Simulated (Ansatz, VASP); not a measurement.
## Mo: VASP beside Ansatz

Contents of INCAR:

```
PREC = Accurate ; ENCUT = 520
EDIFF = 1E-7 ; ISMEAR = 0
SIGMA = 0.05 ; LREAL = F
LASPH = T ; NELM = 80
ALGO = Fast ; ISIF = 2
LWAVE = F ; LCHARG = T
GGA = PE ; LELF = T
LVHAR = T ; NBANDS = 13
```

Contents of KPOINTS:

```
regular mesh
0
Gamma
  14 14 14
```

Contents of POSCAR:

```
Mo
1.0
    0.0000000000      2.0150000000      2.0150000000
    2.0150000000      0.0000000000      2.0150000000
    2.0150000000      2.0150000000      0.0000000000
Mo
1
Direct
    0.0000000000      0.0000000000      0.0000000000
```

Input for Ansatz:

```yaml
crystal:
  lattice:
    - [0.0, 2.015, 2.015]
    - [2.015, 0.0, 2.015]
    - [2.015, 2.015, 0.0]
  atoms:
    - { symbol: Mo, position: [0.0, 0.0, 0.0] }
basis:
  ecutwfc: 500
  fft_grid_basis: typed
kpoints:
  mp_grid: { grid: [14, 14, 14] }
hamiltonian:
  xc: pbe
scf:
  occupations: { method: gaussian, width: 0.05 }
output:
  forces: true
  stress: true
  eigenvalues: true
  bader: true
  write_density: true
  volumetric_format: npy
  elf: true
```

This isn't the form of Mo at room conditions, which is bcc.

Alike in both runs: task single point; functional PBE; k mesh 14 × 14 × 14; occupations gaussian, width 0.05 eV; no spin polarisation.

|  | VASP | Ansatz |
| --- | --- | --- |
| version | VASP 6.6.1 | Ansatz 0.2.0 |
| potentials or method | VASP PAW PBE potentials, release 64 (Mo_sv) | scalar-relativistic, plane waves, PAW |
| plane-wave cutoff (eV) | 520 | 500 |
| valence electrons in the cell | 14 | 14 |

VASP gave:

```
gap on the k mesh at the Fermi level (eV) : none
pressure (GPa)                            : -4.5
```

Q: What did Ansatz give for the same quantities?

A: gap on the k mesh at the Fermi level (eV): none; pressure (GPa): -4.9.

A gap of «none» marks a metal or a gap that the smearing closes.
